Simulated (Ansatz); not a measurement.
Tetradymite Sb₂Te₃ was calculated with PBE-D4 in Ansatz (plane waves, PAW).

Total energies, extrapolated to zero smearing (they compare only within this program, potentials and cutoff):

| system | energy (eV/atom) |
|---|---|
| tetradymite Sb₂Te₃, relaxed | -6782.3878 |
| rhombohedral A7 Sb | -6484.9914 |
| trigonal Te | -6980.4409 |

Question: Work out the formation enthalpy per atom.

Answer: ΔH_f ≈ ΔE = -6782.3878 − [2 × (-6484.9914) + 3 × (-6980.4409)]/5 = -0.127 eV/atom (0 K, no vibrations). The reference value is -0.117 ± 0.003 eV/atom (measured, 298 K, copied from a table, unchecked, no zero-point or thermal correction; as tabulated in Wang et al. (2021), doi:10.1038/s41598-021-94550-5), a difference of -0.010 eV/atom.

Spin–orbit coupling is left out; its size isn't shown.

The PAW data were made under PBE.

Ansatz is a first-principles code.
